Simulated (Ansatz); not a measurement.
C:

```
C
1.0
     0.00000    1.78337    1.78337
     1.78337    0.00000    1.78337
     1.78337    1.78337    0.00000
C
2
Direct
  0.75000 0.75000 0.75000
  0.50000 0.50000 0.50000
```

This isn't the form of C at room conditions, which is graphite.

Program: Ansatz 0.2.0. Alike in all runs: cell as given; k mesh 7 × 7 × 7; the mesh is coarse, so values aren't converged. Hardware: 1 thread of Arm Neoverse V1, with other jobs on the host.

Q: Order these runs on this cell by their wall time, lowest first.
A. task electron localisation function; level B3LYP+D3(BJ)-ATM; potentials or basis SSSP efficiency PAW; spin off; cutoff (eV) 612; smearing fermi-dirac 0.05 eV
B. task density of states; level RPBE+D3(BJ)-ATM; potentials or basis Ansatz PAW; spin SOC, no magnetisation; cutoff (eV) 420; smearing cold 0.05 eV; other keys hamiltonian.xc = rpbe; hamiltonian.pseudopotentials = kind paw_fr; …
C. task Born charges and dielectric tensor; level HSE06; potentials or basis Ansatz PAW polarizable; spin collinear, program default start; cutoff (eV) 420; smearing gaussian 0.01 eV

A: B (2.4 s), A (13 s), C (150 s).

Caveats: all runs use coarse meshes; odd divisions of the mesh miss points on the zone boundary, where band edges often lie, so the gap on the mesh can be too wide.
